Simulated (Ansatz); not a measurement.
Relaxed CaF2 (fluorite):

```yaml
crystal:
  lattice:
    - [0.00000, 5.51101, 5.51101]
    - [2.75551, 2.75551, 5.51101]
    - [2.75551, 2.75551, 0.00000]
  atoms:
    - { symbol: Ca, position: [0.00000, 0.00000, 0.00000] }
    - { symbol: Ca, position: [0.50000, 0.00000, 0.00000] }
    - { symbol: F, position: [0.00000, 0.25000, 0.25000] }
    - { symbol: F, position: [0.50000, 0.25000, 0.25000] }
    - { symbol: F, position: [0.00000, 0.75000, 0.75000] }
    - { symbol: F, position: [0.50000, 0.75000, 0.75000] }
```

A phonon eigenvector at X = (0.5, 0.5, 0.0) is frozen into this cell: atom i moves by Q times the vector below, so Q is the largest atomic displacement, in Å. The cell is held. It is one choice among 2 degenerate patterns. (q is in reciprocal vectors of the primitive cell; the cell shown is doubled to hold the pattern.)

```
atom       x       y      z
----  ------  ------  -----
Ca1   -0.147   0.000  0.000
Ca2    0.147   0.000  0.000
F3     0.000   1.000  0.000
F4     0.000  -1.000  0.000
F5     0.000   1.000  0.000
F6     0.000  -1.000  0.000
```

Method: PBE (plane waves to 420 eV, PAW, scalar-relativistic; Ansatz, a quantum-chemistry and plane-wave program). k mesh 10×10×10 (Γ-centred), Fermi-Dirac smearing 0.05 eV. Energies are smeared free energies. CaF2 was relaxed with its symmetry unable to fall. The PAW data are Ansatz's earlier set. The zero of ΔE is the undisplaced structure.

```json
[
 {"Q (Å)": "-0.180", "ΔE (meV/cell)": "492"},
 {"Q (Å)": "-0.120", "ΔE (meV/cell)": "210"},
 {"Q (Å)": "-0.060", "ΔE (meV/cell)": "51"},
 {"Q (Å)": "0.000", "ΔE (meV/cell)": "0"},
 {"Q (Å)": "0.060", "ΔE (meV/cell)": "51"},
 {"Q (Å)": "0.120", "ΔE (meV/cell)": "210"},
 {"Q (Å)": "0.180", "ΔE (meV/cell)": "492"}
]
```

### Question
Which DFPT wavenumber at X = (0.5, 0.5, 0.0) belongs to this mode?
A) 176 cm⁻¹
B) 112 cm⁻¹
C) 377 cm⁻¹
D) 315 cm⁻¹

### Answer
D, 315 cm⁻¹. The curvature of the scan gives 315 cm⁻¹

(A displaced cell: forces are minus the slopes of the energy, force constants its curvatures, and phonons follow from these.)
